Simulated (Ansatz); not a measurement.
The structure below was relaxed with plane-wave PAW DFT at the PBE level (Ansatz, a quantum-chemistry and plane-wave program, 420 eV), scalar-relativistic without spin-orbit coupling, earlier PAW set, at pressure 15 GPa.

Space group F-43m (No. 216); a = 5.758 Å, b = 5.758 Å, c = 5.758 Å, α = 90.00°, β = 90.00°, γ = 90.00°

| atom | site | symmetry | x | y | z |
|---|---|---|---|---|---|
| Te | 4c | -43m | 0.2500 | 0.2500 | 0.2500 |
| Zn | 4a | -43m | 0.0000 | 0.0000 | 0.0000 |

Problem. Write out a cell with all atoms.

Solution. 
```cif
data_Te4Zn4
_chemical_formula_sum 'Te4 Zn4'
_space_group_name_H-M_alt 'P 1'
_space_group_IT_number 1
_cell_length_a 5.75826
_cell_length_b 5.75826
_cell_length_c 5.75826
_cell_angle_alpha 90.000
_cell_angle_beta 90.000
_cell_angle_gamma 90.000
loop_
_space_group_symop_operation_xyz
  'x, y, z'
loop_
_atom_site_label
_atom_site_type_symbol
_atom_site_fract_x
_atom_site_fract_y
_atom_site_fract_z
_atom_site_occupancy
Te1 Te 0.25000 0.25000 0.25000 1
Zn1 Zn 0.00000 0.00000 0.00000 1
Te2 Te 0.25000 0.75000 0.75000 1
Zn2 Zn 0.00000 0.50000 0.50000 1
Te3 Te 0.75000 0.25000 0.75000 1
Zn3 Zn 0.50000 0.00000 0.50000 1
Te4 Te 0.75000 0.75000 0.25000 1
Zn4 Zn 0.50000 0.50000 0.00000 1
```
This is the conventional cell.

Load acts through the strain it causes; cell and atoms are relaxed under it. Whether these cells are dynamically stable was not tested. Measured, ZnTe leaves this structure (for cinnabar) near 9.5 GPa (temperature not stated; as listed in Datta, Sujoy, Jana, Debnarayan, arXiv (2020)), on rising pressure, with hysteresis. The cell was made from ZnTe in the zinc blende structure (space group F-43m, No. 216) by this change: pressure 15 GPa.
